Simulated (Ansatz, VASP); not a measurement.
# BaTiO3 in VASP and in Ansatz

INCAR

```
SYSTEM = BaTiO3
ALGO = Normal ; EDIFF = 1E-7
ENCUT = 520 ; GGA = PE
ISIF = 2 ; ISMEAR = -1
LASPH = .True. ; LCHARG = .False.
LREAL = .False. ; LWAVE = .False.
NBANDS = 28 ; NELM = 60
PREC = Accurate ; SIGMA = 0.03
```

File KPOINTS:

```
k-points
0
Gamma
  7 7 7
  0 0 0
```

POSCAR

```
BaTiO3
1.0
    4.0397980000      0.0000000000      0.0000000000
    0.0000000000      4.0397980000      0.0000000000
    0.0000000000      0.0000000000      4.0180000000
Ba Ti O
1 1 3
Direct
    0.0000000000      0.0000000000      0.0000000000
    0.5000000000      0.5000000000      0.5000000000
    0.5000000000      0.5000000000      0.0000000000
    0.5000000000      0.0000000000      0.5000000000
    0.0000000000      0.5000000000      0.5000000000
```

Input for Ansatz:

```yaml
crystal:
  lattice:
    - [4.039798, 0.0, 0.0]
    - [0.0, 4.039798, 0.0]
    - [0.0, 0.0, 4.018]
  atoms:
    - { symbol: Ba, position: [0.0, 0.0, 0.0] }
    - { symbol: Ti, position: [0.5, 0.5, 0.5] }
    - { symbol: O, position: [0.5, 0.5, 0.0] }
    - { symbol: O, position: [0.5, 0.0, 0.5] }
    - { symbol: O, position: [0.0, 0.5, 0.5] }
kpoints:
  mp_grid: { grid: [7, 7, 7] }
  band_path:
    path:
      - [0.0, 0.0, 0.0]
      - [0.0, 0.5, 0.0]
      - [0.5, 0.5, 0.0]
      - [0.0, 0.0, 0.0]
      - [0.0, 0.0, 0.5]
      - [0.0, 0.5, 0.5]
      - [0.5, 0.5, 0.5]
      - [0.0, 0.0, 0.5]
      - [0.0, 0.5, 0.0]
    npoints: 5
scf:
  occupations: { method: fermi_dirac, width: 0.03 }
hamiltonian:
  xc: pbe
  pseudopotentials: { kind: all_electron, lapw: { basis_error: 0.001 } }
output:
  forces: true
  stress: true
  eigenvalues: true
```

Change from the starting cell: equal xx and yy strain of +1 %.

Alike in both runs: task single point; functional PBE; k mesh 7 × 7 × 7; occupations fermi-dirac, width 0.03 eV; no spin polarisation.

|  | VASP | Ansatz |
| --- | --- | --- |
| version | VASP 6.6.1 | Ansatz 0.2.0 |
| potentials or method | VASP PAW PBE potentials, release 64 (Ba_sv, Ti_sv, O) | all-electron LAPW, scalar-relativistic |
| plane-wave cutoff (eV) | 520 | see its input |

VASP gave:

```
gap on the k mesh at the Fermi level (eV)       : 1.75
pressure (GPa)                                  : 0.1
largest component of the traceless stress (GPa) : 0.64
```

Problem. Estimate Ansatz's values.

Solution. gap on the k mesh at the Fermi level (eV): 1.81; pressure (GPa): -1.6; largest component of the traceless stress (GPa): 0.62.

Ansatz ran all-electron here, so the differences hold the error of VASP's frozen core and of both bases.

Caveats: spin-orbit coupling is left out, which moves the levels of the heavy elements; an odd mesh through Γ misses points on the zone boundary, where band edges often lie.
